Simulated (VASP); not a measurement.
# SiMo3 (Pm-3n) in VASP: further runs, part 2 of 3

VASP 6.6.1.

## Step 3: Relaxation of cell and atoms, PBE+D3(BJ)

This run uses another cell than the first one, of 14.36 Å³/atom, 0.983 times its volume.

INCAR reads:

```
SYSTEM = SiMo3
PREC = Accurate
ENCUT = 600
EDIFF = 1E-7
ISMEAR = 1
SIGMA = 0.1
LREAL = .FALSE.
LASPH = .TRUE.
NELM = 80
ALGO = Normal
ISIF = 3
LWAVE = .FALSE.
LCHARG = .FALSE.
GGA = PE
IVDW = 12
IBRION = 2
NSW = 90
EDIFFG = -0.005
KPAR = 2
```

KPOINTS reads:

```
regular mesh
0
G
  8 8 8
  0 0 0
```

POSCAR reads:

```
SiMo3                                   
1.0
    4.8607080545     -0.0000000000     -0.0000000000
   -0.0000000000      4.8607080545     -0.0000000000
    0.0000000000      0.0000000000      4.8607080545
  Si              Mo            
     2     6
Direct
     0.0000000000000000    0.0000000000000000    0.0000000000000000
     0.5000000000000000    0.5000000000000000    0.5000000000000000
     0.2500000000000000    0.0000000000000000    0.5000000000000000
     0.5000000000000000    0.7500000000000000    0.0000000000000000
     0.7500000000000000    0.0000000000000000    0.5000000000000000
     0.5000000000000000    0.2500000000000000    0.0000000000000000
     0.0000000000000000    0.5000000000000000    0.7500000000000000
     0.0000000000000000    0.5000000000000000    0.2500000000000000
```

Potentials or basis: VASP PAW PBE potentials, release 64 (Si, Mo_sv).

Command:

```sh
> cat potpaw_PBE.64/Si/POTCAR potpaw_PBE.64/Mo_sv/POTCAR > POTCAR
> mpirun -np 2 vasp_std > vasp.out
```

OUTCAR:

```text
SYSTEM = SiMo3
   PREC = Accurate
   ENCUT = 600
   EDIFF = 1E-7
   ISMEAR = 1
   LREAL = .FALSE.
   LASPH = .TRUE.
   NELM = 80
   ISIF = 3
   GGA = PE
   IVDW = 12
   IBRION = 2
   NSW = 90
   EDIFFG = -0.005
 IVDW          = 12

 ion  position               nearest neighbor table
   1  0.000  0.000  0.000-   3 2.72   4 2.72   5 2.72   6 2.72   7 2.72   8 2.72   3 2.72   5 2.72
                             7 2.72   8 2.72   4 2.72   6 2.72
   2  0.500  0.500  0.500-   3 2.72   4 2.72   5 2.72   6 2.72   7 2.72   8 2.72   4 2.72   6 2.72
                             3 2.72   5 2.72   7 2.72   8 2.72
   3  0.250  0.000  0.500-   5 2.43   5 2.43   1 2.72   1 2.72   2 2.72   2 2.72   8 2.98   4 2.98
                             4 2.98   6 2.98   6 2.98   7 2.98   8 2.98   7 2.98
   4  0.500  0.750  0.000-   6 2.43   6 2.43   1 2.72   2 2.72   2 2.72   1 2.72   8 2.98   5 2.98
                             3 2.98   5 2.98   3 2.98   7 2.98   7 2.98   8 2.98
   5  0.750  0.000  0.500-   3 2.43   3 2.43   1 2.72   1 2.72   2 2.72   2 2.72   8 2.98   4 2.98
                             4 2.98   6 2.98   6 2.98   7 2.98   8 2.98   7 2.98
   6  0.500  0.250  0.000-   4 2.43   4 2.43   1 2.72   2 2.72   2 2.72   1 2.72   8 2.98   3 2.98
                             3 2.98   5 2.98   5 2.98   7 2.98   7 2.98   8 2.98
   7  0.000  0.500  0.750-   8 2.43   8 2.43   1 2.72   2 2.72   1 2.72   2 2.72   3 2.98   4 2.98
                             5 2.98   3 2.98   5 2.98   6 2.98   4 2.98   6 2.98
   8  0.000  0.500  0.250-   7 2.43   7 2.43   1 2.72   2 2.72   1 2.72   2 2.72   3 2.98   4 2.98
                             5 2.98   3 2.98   5 2.98   6 2.98   4 2.98   6 2.98

  LATTYP: Found a simple cubic cell.
 ALAT       =     4.8607080545

  Lattice vectors:

 A1 = (   4.8607080545,   0.0000000000,   0.0000000000)
 A2 = (   0.0000000000,   4.8607080545,   0.0000000000)
 A3 = (   0.0000000000,   0.0000000000,   4.8607080545)

Analysis of symmetry for initial positions (statically):
=====================================================================
 Subroutine PRICEL returns:
 Original cell was already a primitive cell.

 Routine SETGRP: Setting up the symmetry group for a
 simple cubic supercell.

 Subroutine GETGRP returns: Found 48 space group operations
 (whereof 24 operations were pure point group operations)
 out of a pool of 48 trial point group operations.

The static configuration has the point symmetry T_h .
 The point group associated with its full space group is O_h .

Analysis of symmetry for dynamics (positions and initial velocities):
=====================================================================
 Subroutine PRICEL returns:
 Original cell was already a primitive cell.

 Routine SETGRP: Setting up the symmetry group for a
 simple cubic supercell.

 Subroutine GETGRP returns: Found 48 space group operations
 (whereof 24 operations were pure point group operations)
 out of a pool of 48 trial point group operations.

The dynamic configuration has the point symmetry T_h .
 The point group associated with its full space group is O_h .

 Subroutine INISYM returns: Found 48 space group operations
 (whereof 24 operations are pure point group operations),
 and found     1 'primitive' translations

----------------------------------------------------------------------------------------

                                     Primitive cell

  volume of cell :     114.8414

  direct lattice vectors                    reciprocal lattice vectors
     4.860708054  0.000000000  0.000000000     0.205731344  0.000000000  0.000000000
     0.000000000  4.860708054  0.000000000     0.000000000  0.205731344  0.000000000
     0.000000000  0.000000000  4.860708054     0.000000000  0.000000000  0.205731344

  length of vectors
     4.860708054  4.860708054  4.860708054     0.205731344  0.205731344  0.205731344

  position of ions in fractional coordinates (direct lattice)
     0.000000000  0.000000000  0.000000000
     0.500000000  0.500000000  0.500000000
[... 38 lines left out ...]

 Subroutine IBZKPT returns following result:
 ===========================================

 Found     35 irreducible k-points:

 Following reciprocal coordinates:
            Coordinates               Weight
  0.000000  0.000000  0.000000      1.000000
  0.125000  0.000000  0.000000      6.000000
  0.250000  0.000000  0.000000      6.000000
  0.375000  0.000000  0.000000      6.000000
  0.500000  0.000000  0.000000      3.000000
  0.125000  0.125000  0.000000     12.000000
[... 16 lines left out ...]
  0.375000  0.375000  0.125000     24.000000
  0.500000  0.375000  0.125000     24.000000
 [... further k-points ...]
   k-points           NKPTS =     35   k-points in BZ     NKDIM =     35   number of bands    NBANDS=     55
   number of dos      NEDOS =    301   number of ions     NIONS =      8
   total plane-waves  NPLWV =  64000
   dimension x,y,z NGX =    40 NGY =   40 NGZ =   40
   dimension x,y,z NGXF=    80 NGYF=   80 NGZF=   80
   ions per type =               2   6
   NGX,Y,Z   is equivalent  to a cutoff of  13.68, 13.68, 13.68 a.u.
   NGXF,Y,Z  is equivalent  to a cutoff of  27.36, 27.36, 27.36 a.u.
 SYSTEM =  SiMo3
   PREC   = accura    normal or accurate (medium, high low for compatibility)
   ISTART =      0    job   : 0-new  1-cont  2-samecut
   ICHARG =      2    charge: 1-file 2-atom 10-const
   ISPIN  =      1    spin polarized calculation?
   LNONCOLLINEAR =      F non collinear calculations
   LSORBIT =      F    spin-orbit coupling
   LASPH  =      T    aspherical Exc in radial PAW
   ENCUT  =  600.0 eV  44.10 Ry    6.64 a.u.   9.71  9.71  9.71*2*pi/ulx,y,z
   NELM   =     80;   NELMIN=  2; NELMDL= -5     # of ELM steps
   EDIFF  = 0.1E-06   stopping-criterion for ELM
   LREAL  =      F    real-space projection
   EDIFFG = -.5E-02   stopping-criterion for IOM
   NSW    =     90    number of steps for IOM
   IBRION =      2    ionic relax: 0-MD 1-quasi-New 2-CG
   NFREE  =      1    steps in history (QN), initial steepest desc. (CG)
   ISIF   =      3    stress and relaxation
   ISYM   =      2    0-nonsym 1-usesym 2-fastsym
   POTIM  = 0.5000    time-step for ionic-motion
   TEBEG  =    0.0;   TEEND  =   0.0 temperature during run
   PSTRESS=    0.0 pullay stress
   NELECT =      92.0000    total number of electrons
   NUPDOWN=      -1.0000    fix difference up-down
   EMIN   =  10.00;   EMAX   =-10.00  energy-range for DOS
   EFERMI =   0.00;   METHOD = LEGACY
   ISMEAR =     1;   SIGMA  =   0.10  broadening in eV -4-tet -1-fermi 0-gaus
   EFERMI_NEDOS =   21; number of points for ismear=-14 and -15
   IALGO  =     38    algorithm
   IMIX   =      4    mixing-type and parameters
     AMIX     =   0.40;   BMIX     =  1.00
     AMIX_MAG =   1.60;   BMIX_MAG =  1.00
  volume/ion in A,a.u.               =      14.36        96.87
  Fermi-wavevector in a.u.,A,eV,Ry     =   1.520447  2.873228 31.453385  2.311759
  Thomas-Fermi vector in A             =   2.629296
   LORBIT       =      0    0 simple, 1 ext, 2 COOP (PROOUT), +10 PAW based schemes
   GGA     = PE    functional components
   LHFCALC =     F    Hartree Fock is set to
   AEXX    =    0.0000 exact exchange contribution
   IVDW    =    12    specifies the selected vdW correction
   LEPSILON=     F    determine dielectric tensor
   LRPA    =     F    only Hartree local field effects (RPA)
 conjugate gradient relaxation of ions
 non-spin polarized calculation
 Methfessel and Paxton  Order N= 1 SIGMA  =   0.10
  energy-cutoff  :      600.00
  volume of cell :      114.84
 maximum number of plane-waves:      3887
 NGX is ok and might be reduce to    40
   NGX = 19   NGY = 19   NGZ = 19

--------------------------------------- Ionic step        1  -------------------------------------------

 number of electron      91.9999981 magnetization

 Free energy of the ion-electron system (eV)
  ---------------------------------------------------
  ext. energy  EPLUGINS =         0.00000000
  ---------------------------------------------------
  free energy    TOTEN  =       -78.90111704 eV

  energy without entropy =      -78.90107644  energy(sigma->0) =      -78.90110351

------------------------ aborting loop because EDIFF is reached ----------------------------------------

 Edisp (eV)   -5.47790

 E8    (eV) :    -2.5200
[... 83 lines left out ...]
--------------------------------------- Ionic step        3  -------------------------------------------

 number of electron      91.9999981 magnetization

 Free energy of the ion-electron system (eV)
  ---------------------------------------------------
  ext. energy  EPLUGINS =         0.00000000
  ---------------------------------------------------
  free energy    TOTEN  =       -78.89941070 eV

  energy without entropy =      -78.89937638  energy(sigma->0) =      -78.89939926

 E-fermi :  13.0582     XC(G=0): -13.2083

 val. band max:       13.0528466907   @ k =   0.3750   0.3750   0.0000
 cond. band min:      13.0761029123   @ k =   0.2500   0.1250   0.1250
 fundamental gap:      0.0232562216
 Fermi energy:        13.0582187480

 k-point     1 :       0.0000    0.0000    0.0000
  band No.  band energies     occupation
      1     -48.2366      2.00000
      2     -48.1119      2.00000
      3     -48.1119      2.00000
      4     -47.7610      2.00000
      5     -47.7610      2.00000
      6     -47.7610      2.00000
[... 1381 lines left out ...]
     54      15.2253      0.00000
     55      15.2718      0.00000

 [... further k-points ...]

------------------------ aborting loop because EDIFF is reached ----------------------------------------

 Edisp (eV)   -5.47962

 E8    (eV) :    -2.5208
[... 31 lines left out ...]
  FREE ENERGIE OF THE ION-ELECTRON SYSTEM (eV)
  ---------------------------------------------------
  free  energy   TOTEN  =       -84.3790270826 eV

  energy  without entropy=      -84.3789927629  energy(sigma->0) =      -84.37901564

 reached required accuracy - stopping structural energy minimisation
```

Run time: 2.7 min. Hardware: 2 MPI ranks of Intel Xeon 6975P-C (Granite Rapids), shared host; peak memory 0.37 GiB.

Results:

```yaml
Free_energy: -84.3790 eV
Relaxed_volume: 14.35 Å³/atom
Relaxed_cell: a = 4.860 Å, b = 4.860 Å, c = 4.860 Å, α = 90.00°, β = 90.00°, γ = 90.00°
Space_group_after_relaxing_to_0.05_Å: Pm-3n (No. 223)
Energy_gained_by_relaxing: 0.0 meV/atom
Ionic_steps: 3
Pressure_after_relaxing: 0.0 GPa
Band_gap_on_the_k_mesh: none (metal or under the smearing width)
Dispersion_energy_per_atom: -0.685 eV
```

Final structure:
```
Si Mo
1.0
     4.86022    0.00000    0.00000
     0.00000    4.86022    0.00000
     0.00000    0.00000    4.86022
Si Mo
2 6
Direct
  0.00000 0.00000 0.00000
  0.50000 0.50000 0.50000
  0.25000 0.00000 0.50000
  0.50000 0.75000 0.00000
  0.75000 0.00000 0.50000
  0.50000 0.25000 0.00000
  0.00000 0.50000 0.75000
  0.00000 0.50000 0.25000
```

Caveat: pairwise dispersion overbinds metals, which lowers pressure and volume.

(Part 2 of 3 ends here.)
